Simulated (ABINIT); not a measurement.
**BN (P6_3mc): G0W0 in ABINIT against the exchange cutoff**

Wanted: the cheapest exchange cutoff that holds the gap of BN (P6_3mc).

Main program and level: ABINIT 10.8.3; PBEsol and many-body steps on it, plane waves.

The database entry behind the starting cell has ideal inner coordinates that were not refined, so it need not match the best structure at ambient conditions.

## Step 1: Starting point

Symmetry: P6_3mc, No. 186, hexagonal system. Conventional cell: a = 2.536 Å, b = 2.536 Å, c = 4.199 Å, α = 90.00°, β = 90.00°, γ = 120.00°. B has 4 N at 1.56 to 1.57 Å nearest. N has 4 B at 1.56 to 1.57 Å nearest. Farther neighbours and most contacts between anions are not listed.

The cell and positions come from the Crystallography Open Database and are kept as given unless a step says otherwise. This is not the form that BN usually takes at ambient conditions.

## Step 2: Screening, 3×3×2 mesh, 17 bands, screening to 106.1 eV

This step: ABINIT 10.8.3; RPA screening on PBEsol, plane waves, norm-conserving pseudopotentials.

The RPA dielectric matrix is built and inverted for each q.

run.abi

```
acell 3*1.0 Angstrom
rprim 
  2.536000000002 -0.000000000000 0.000000000000
  -1.268000000000 2.196240423999 0.000000000000
  0.000000000000 0.000000000000 4.199000000000
ntypat 2
znucl 5 7
natom 4
typat 1 1 2 2
xred 
  0.666666666667 0.333333333333 0.000000000000
  0.333333333333 0.666666666667 0.500000000000
  0.666666666667 0.333333333333 0.375000000000
  0.333333333333 0.666666666667 0.875000000000
pp_dirpath "pseudos"
pseudos "B.upf, N.upf"
ecut 36
ngkpt 3 3 2
nshiftk 1
shiftk 0 0 0
kptopt 1
chksymbreak 0
istwfk *1
occopt 1
irdwfk 1
optdriver 3
nband 17
ecuteps 3.9
inclvkb 2
awtr 1
symchi 1
indata_prefix "in"
outdata_prefix "out"
tmpdata_prefix "tmp"
```

The run is started by

```bash
$ OMP_NUM_THREADS=1 mpirun -n 4 abinit run.abi > log
```

Log:

```text
.Version 10.8.3 of ABINIT. v10.8.2 released Aug 2026.

 Symmetries : space group P6_3 m c (#186); Bravais hP (primitive hexag.)
[... echo of the input left out ...]
== DATASET  1 ==================================================================
-   mpi_nproc: 4, omp_nthreads: 1 (-1 if OMP is not activated)

--- !DatasetInfo
iteration_state: {dtset: 1, }
dimensions: {natom: 4, nkpt: 6, mband: 17, nsppol: 1, nspinor: 1, nspden: 1, mpw: 1677, }
cutoff_energies: {ecut:  36.0, pawecutdg:  -1.0, }
electrons: {nelect:   1.60000000E+01, charge:   0.00000000E+00, occopt:   1.00000000E+00, tsmear:   1.00000000E-02, }

 SCREENING: Calculation of the susceptibility and dielectric matrices

 Based on a program developped by R.W. Godby, V. Olevano, G. Onida, and L. Reining.
 Incorporated in ABINIT by V. Olevano, G.-M. Rignanese, and M. Torrent.
.Using double precision arithmetic ; gwpc =  8

[... cell and pseudopotentials left out ...]
--------------------------------------------------------------------------------

 ==== K-mesh for the wavefunctions ====
 Number of points in the irreducible wedge :     6
[... list of points left out ...]
 Together with 12 symmetry operations and time-reversal symmetry
 yields    18 points in the full Brillouin Zone.

 ==== Q-mesh for the screening function ====
 Number of points in the irreducible wedge :     6
[... list of points left out ...]
 Together with 12 symmetry operations and time-reversal symmetry
 yields    18 points in the full Brillouin Zone.

 setmesh: FFT mesh size selected  =    15x   15x   30
          total number of points  =         6750

 vcoul_init : cutoff-mode = AUXILIARY_FUNCTION
 q-points for optical limit:   1
     1)      0.000010    0.000020    0.000030

- screening: taking advantage of time-reversal symmetry
- Maximum band index for partially occupied states nbvw = 8
- Remaining bands to be divided among processors   nbcw = 9
- Number of bands treated by each node ~2

 Number of electrons calculated from density =   16.0000; Expected =   16.0000
 average of density, n =  0.101379
 r_s =    1.3304
 omega_plasma =   30.7135 [eV]

 calculating chi0 at frequencies [eV] :
  1    0.000000E+00    0.000000E+00
  2    0.000000E+00    3.071353E+01

--------------------------------------------------------------------------------
  q-point number  1        q = ( 0.000000, 0.000000, 0.000000) [r.l.u.]
--------------------------------------------------------------------------------
[... chi0 elements left out ...]
 For q-point:  0.000010 0.000020 0.000030
  dielectric constant =   5.1137
  dielectric constant without local fields =   5.3149

  Average fulfillment of the sum rule on Im[epsilon] for q-point    1 :     24.49  [%]
[... wings left out ...]
  q-point number  2        q = ( 0.333333, 0.000000, 0.000000) [r.l.u.]
--------------------------------------------------------------------------------
[... chi0 elements left out ...]
  Average fulfillment of the sum rule on Im[epsilon] for q-point    2 :     36.24  [%]

 [... 4 further q-points ...]
```

Wall time 3.1 s (4 MPI ranks of Arm Neoverse N1, shared host); peak memory 0.27 GiB; 12 s of CPU time.

This step gave:

```yaml
eps_infinity_with_local_fields_on_this_mesh_along_the_program_s_q_direction: 5.114
the_same_without_local_fields: 5.315
plasma_frequency: 30.71 eV
plane_waves_in_the_screening_matrix: 55
```

Local fields lower ε∞ by 4 %. On a Γ-centred mesh this coarse the value itself is usually too large, while a short band sum pulls it down.

## Step 3: 3.6 Ha

This step: G0W0 on PBEsol, plane waves, norm-conserving pseudopotentials.

run.abi: that of step 2 with these lines changed.

```diff
@@ -25,8 +25,17 @@
 irdwfk 1
-optdriver 3
+optdriver 4
 nband 17
+gwcalctyp 0
+ecutsigx 3.6
+symsigma 1
+nkptgw 2
+kptgw 
+  0.0000000000 0.0000000000 0.0000000000
+  0.3333333333 0.3333333333 0.0000000000
+bdgw 
+  7 10
+  7 11
 ecuteps 3.9
-inclvkb 2
-awtr 1
-symchi 1
+irdscr 1
+ppmodel 1
 indata_prefix "in"
```

Log:

```text
.Version 10.8.3 of ABINIT. v10.8.2 released Aug 2026.

 Symmetries : space group P6_3 m c (#186); Bravais hP (primitive hexag.)
[... echo of the input left out ...]
== DATASET  1 ==================================================================
-   mpi_nproc: 4, omp_nthreads: 1 (-1 if OMP is not activated)

--- !DatasetInfo
iteration_state: {dtset: 1, }
dimensions: {natom: 4, nkpt: 6, mband: 17, nsppol: 1, nspinor: 1, nspden: 1, mpw: 1677, }
cutoff_energies: {ecut:  36.0, pawecutdg:  -1.0, }
electrons: {nelect:   1.60000000E+01, charge:   0.00000000E+00, occopt:   1.00000000E+00, tsmear:   1.00000000E-02, }

 SIGMA: Calculation of the GW corrections

 Based on a program developped by R.W. Godby, V. Olevano, G. Onida, and L. Reining.
 Incorporated in ABINIT by V. Olevano, G.-M. Rignanese, and M. Torrent.
.Using double precision arithmetic ; gwpc =  8

[... cell and pseudopotentials left out ...]
--------------------------------------------------------------------------------

 ==== K-mesh for the wavefunctions ====
 Number of points in the irreducible wedge :     6
[... list of points left out ...]
 Together with 12 symmetry operations and time-reversal symmetry
 yields    18 points in the full Brillouin Zone.

 ==== Q-mesh for screening function ====
 Number of points in the irreducible wedge :     6
[... list of points left out ...]
 Together with 12 symmetry operations and time-reversal symmetry
 yields    18 points in the full Brillouin Zone.

 vcoul_init : cutoff-mode = AUXILIARY_FUNCTION
 q-points for optical limit:   1
     1)      0.000010    0.000020    0.000030
 setmesh: FFT mesh size selected  =    15x   15x   30
          total number of points  =         6750

 Number of electrons calculated from density =   16.0000; Expected =   16.0000
 average of density, n =  0.101379
 r_s =    1.3304
 omega_plasma =   30.7135 [eV]

 === KS Band Gaps ===
  >>>> For spin  1
   Minimum direct gap =   8.4459 [eV], located at k-point      :   0.0000  0.0000  0.0000
   Fundamental gap    =   5.0411 [eV], Top of valence bands at :   0.0000  0.0000  0.0000
                                       Bottom of conduction at :   0.3333  0.3333  0.0000
 SIGMA fundamental parameters:
 PLASMON POLE MODEL  1
 number of plane-waves for SigmaX                   43
 number of plane-waves for SigmaC and W             43
 number of plane-waves for wavefunctions          1677
 number of bands                                    17
 number of independent spin polarizations            1
 number of spinorial components                      1
 number of k-points in IBZ                           6
 number of q-points in IBZ                           6
 number of symmetry operations                      12
 number of k-points in BZ                           18
 number of q-points in BZ                           18
 number of frequencies for dSigma/dE                 9
 frequency step for dSigma/dE [eV]                0.25
 number of omega for Sigma on real axis              0
 max omega for Sigma on real axis  [eV]           0.00
 zcut for avoiding poles [eV]                     0.10

 EPSILON^-1 parameters (SCR file):
 dimension of the eps^-1 matrix on file             55
 dimension of the eps^-1 matrix used                43
 number of plane-waves for wavefunctions          1677
 number of bands                                    17
 number of q-points in IBZ                           6
 number of frequencies                               2
 number of real frequencies                          1
 number of imag frequencies                          1

 matrix elements of self-energy operator (all in [eV])

 Perturbative Calculation

--- !SelfEnergy_ee
iteration_state: {dtset: 1, }
kpoint     : [   0.000,    0.000,    0.000, ]
spin       : 1
KS_gap     :    8.446
QP_gap     :    9.788
Delta_QP_KS:    1.342
data: !SigmaeeData |
     Band     E0 <VxcDFT>   SigX SigC(E0)      Z dSigC/dE  Sig(E)    E-E0       E
        7   8.522 -18.525 -20.056   4.157   0.838  -0.194 -16.325   2.200  10.722
        8   8.522 -18.525 -20.056   4.157   0.838  -0.194 -16.325   2.200  10.722
        9  16.968 -13.576  -6.009  -3.443   0.859  -0.164 -10.034   3.542  20.510
       10  16.968 -13.576  -6.009  -3.443   0.859  -0.164 -10.034   3.542  20.510

--- !SelfEnergy_ee
iteration_state: {dtset: 1, }
kpoint     : [   0.333,    0.333,    0.000, ]
spin       : 1
KS_gap     :   10.530
QP_gap     :   12.554
Delta_QP_KS:    2.024
data: !SigmaeeData |
     Band     E0 <VxcDFT>   SigX SigC(E0)      Z dSigC/dE  Sig(E)    E-E0       E
        7   3.033 -16.107 -19.844   4.583   0.822  -0.217 -15.412   0.696   3.729
        8   3.033 -16.108 -19.844   4.583   0.822  -0.217 -15.412   0.696   3.729
        9  13.563 -12.056  -5.881  -3.052   0.871  -0.148  -9.337   2.720  16.283
       10  22.069 -15.753  -5.938  -4.211   0.831  -0.204 -11.098   4.655  26.724
       11  22.069 -15.753  -5.938  -4.211   0.831  -0.204 -11.098   4.655  26.724

== END DATASET(S) ==============================================================
================================================================================

 -outvars: echo values of variables after computation  --------
           etotal      0.0000000000E+00
            nband          17
             nkpt           6
          spgroup         186
 [... the other variables as echoed above ...]

 Calculation completed.
```

The job ended after 2.8 s (4 MPI ranks; peak memory 0.07 GiB; 11 s of CPU time).

Numbers from this step:

- G0W0 gap on the points computed: 5.561 eV
- starting gap on the mesh: 5.041 eV
- k of the valence top: 0, 0, 0
- k of the conduction bottom: 0.3333, 0.3333, 0
- Z at the valence top: 0.838
- Z at the conduction bottom: 0.871
- least direct G0W0 gap on the computed points: 9.788 eV

## Step 4: 7.2 Ha

run.abi: that of step 3 with these lines changed.

```diff
@@ -28,3 +28,3 @@
 gwcalctyp 0
-ecutsigx 3.6
+ecutsigx 7.2
 symsigma 1
```

Log:

```text
.Version 10.8.3 of ABINIT. v10.8.2 released Aug 2026.

 Symmetries : space group P6_3 m c (#186); Bravais hP (primitive hexag.)
[... echo of the input left out ...]
== DATASET  1 ==================================================================
-   mpi_nproc: 4, omp_nthreads: 1 (-1 if OMP is not activated)

--- !DatasetInfo
iteration_state: {dtset: 1, }
dimensions: {natom: 4, nkpt: 6, mband: 17, nsppol: 1, nspinor: 1, nspden: 1, mpw: 1677, }
cutoff_energies: {ecut:  36.0, pawecutdg:  -1.0, }
electrons: {nelect:   1.60000000E+01, charge:   0.00000000E+00, occopt:   1.00000000E+00, tsmear:   1.00000000E-02, }

 SIGMA: Calculation of the GW corrections

 Based on a program developped by R.W. Godby, V. Olevano, G. Onida, and L. Reining.
 Incorporated in ABINIT by V. Olevano, G.-M. Rignanese, and M. Torrent.
.Using double precision arithmetic ; gwpc =  8

[... cell and pseudopotentials left out ...]
--------------------------------------------------------------------------------

 ==== K-mesh for the wavefunctions ====
 Number of points in the irreducible wedge :     6
[... list of points left out ...]
 Together with 12 symmetry operations and time-reversal symmetry
 yields    18 points in the full Brillouin Zone.

 ==== Q-mesh for screening function ====
 Number of points in the irreducible wedge :     6
[... list of points left out ...]
 Together with 12 symmetry operations and time-reversal symmetry
 yields    18 points in the full Brillouin Zone.

 vcoul_init : cutoff-mode = AUXILIARY_FUNCTION
 q-points for optical limit:   1
     1)      0.000010    0.000020    0.000030
 setmesh: FFT mesh size selected  =    15x   15x   32
          total number of points  =         7200

 Number of electrons calculated from density =   16.0000; Expected =   16.0000
[...]
number of omega for Sigma on real axis              0
 max omega for Sigma on real axis  [eV]           0.00
 zcut for avoiding poles [eV]                     0.10

 EPSILON^-1 parameters (SCR file):
 dimension of the eps^-1 matrix on file             55
 dimension of the eps^-1 matrix used                55
 number of plane-waves for wavefunctions          1677
 number of bands                                    17
 number of q-points in IBZ                           6
 number of frequencies                               2
 number of real frequencies                          1
 number of imag frequencies                          1

 matrix elements of self-energy operator (all in [eV])

 Perturbative Calculation

--- !SelfEnergy_ee
iteration_state: {dtset: 1, }
kpoint     : [   0.000,    0.000,    0.000, ]
spin       : 1
KS_gap     :    8.446
QP_gap     :   10.619
Delta_QP_KS:    2.173
data: !SigmaeeData |
     Band     E0 <VxcDFT>   SigX SigC(E0)      Z dSigC/dE  Sig(E)    E-E0       E
        7   8.522 -18.525 -21.702   4.155   0.836  -0.196 -17.707   0.818   9.340
        8   8.522 -18.525 -21.702   4.155   0.836  -0.196 -17.707   0.818   9.340
        9  16.968 -13.576  -6.653  -3.437   0.858  -0.165 -10.584   2.991  19.959
[...]
--- !SelfEnergy_ee
iteration_state: {dtset: 1, }
kpoint     : [   0.333,    0.333,    0.000, ]
spin       : 1
KS_gap     :   10.530
QP_gap     :   12.923
Delta_QP_KS:    2.393
data: !SigmaeeData |
     Band     E0 <VxcDFT>   SigX SigC(E0)      Z dSigC/dE  Sig(E)    E-E0       E
[...]
10  22.069 -15.753  -7.194  -4.228   0.829  -0.207 -12.163   3.589  25.658
       11  22.069 -15.753  -7.194  -4.228   0.829  -0.207 -12.163   3.590  25.659

== END DATASET(S) ==============================================================
================================================================================

 -outvars: echo values of variables after computation  --------
           etotal      0.0000000000E+00
            nband          17
             nkpt           6
          spgroup         186
 [... the other variables as echoed above ...]

 Calculation completed.
```

It took 2.9 s on 4 MPI ranks; peak memory 0.08 GiB.

Numbers from this step:

```yaml
g0w0_gap_on_the_points_computed: 6.586 eV
starting_gap_on_the_mesh: 5.041 eV
k_of_the_valence_top: 0, 0, 0
k_of_the_conduction_bottom: 0.3333, 0.3333, 0
z_at_the_valence_top: 0.836
z_at_the_conduction_bottom: 0.87
least_direct_g0w0_gap_on_the_computed_points: 10.62 eV
```

(Continued in part 2 of 2.)

[Paths, hosts, dates, memory and timing lines, banners, echoed tables and standing remarks are left out of the program output.]

[Logs are printed without paths, hosts, clocks, repeated set-up lines and the standing remarks that a program may print on its own settings, such as how far it seeks lower states.]

[Runs of the session that timed out or met a known fault of the program may be left out.]

[Hosts, paths, dates, database ids (printed as entryN), source tags and the programs' standing remarks are cut or masked in the printed files.]

[G0W0 gaps are taken among the corrected bands and points alone; a level outside them can change the order at an edge.]

[Where Ansatz stands beside ABINIT at settings called matched, ABINIT's density can come from a denser mesh and the files from another edition; pairs whose starting gaps differed by over 0.03 eV were left out, so agreement reads better than it is.]
